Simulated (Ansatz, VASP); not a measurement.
# BaS in VASP and in Ansatz

Contents of INCAR:

```
PREC = Accurate
ENCUT = 520
EDIFF = 1E-7
ISMEAR = 0
SIGMA = 0.05
LREAL = False
LASPH = True
NELM = 60
ALGO = Normal
ISIF = 2
LWAVE = False
LCHARG = False
GGA = PE
IVDW = 12
NBANDS = 15
```

KPOINTS

```
Automatic mesh
0
Gamma
  6 6 6
```

The input POSCAR:

```
BaS
1.0
    0.0000000000      3.1796862138      3.1796862138
    3.1796862138      0.0000000000      3.1796862138
    3.1796862138      3.1796862138      0.0000000000
Ba S
1 1
Direct
    0.5000000000      0.5000000000      0.5000000000
    0.0000000000      0.0000000000      0.0000000000
```

Input for Ansatz:

```yaml
crystal:
  lattice:
    - [0.0, 3.1796862138, 3.1796862138]
    - [3.1796862138, 0.0, 3.1796862138]
    - [3.1796862138, 3.1796862138, 0.0]
  atoms:
    - { symbol: Ba, position: [0.5, 0.5, 0.5] }
    - { symbol: S, position: [0.0, 0.0, 0.0] }
basis:
  ecutwfc: 420
  ecutrho_ratio: 4
kpoints:
  mp_grid: { grid: [6, 6, 6] }
hamiltonian:
  xc: pbe
  dispersion: d3bj
scf:
  occupations: { method: gaussian, width: 0.05 }
output:
  forces: true
  stress: true
  eigenvalues: true
```

Alike in both runs: task single point; functional PBE; dispersion D3(BJ); k mesh 6 × 6 × 6; occupations gaussian, width 0.05 eV; no spin polarisation.

|  | VASP | Ansatz |
| --- | --- | --- |
| version | VASP 6.6.1 | Ansatz 0.2.0 |
| potentials or method | VASP PAW PBE potentials, release 64 (Ba_sv, S) | scalar-relativistic, plane waves, PAW |
| plane-wave cutoff (eV) | 520 | 420 |
| valence electrons in the cell | 16 | 16 |

```tsv
	VASP	Ansatz	Ansatz less VASP
gap on the k mesh at the Fermi level (eV)	2.08	2.19	+0.102
least direct gap on the mesh (eV)	2.21	2.28	+0.069
pressure (GPa)	0.6	0.0	-0.63
dispersion energy (meV/atom)	-281.3	-281.4	-0.11
```

Caveats: spin-orbit coupling is left out, which moves the levels of the heavy elements. A k mesh can miss the band edges.
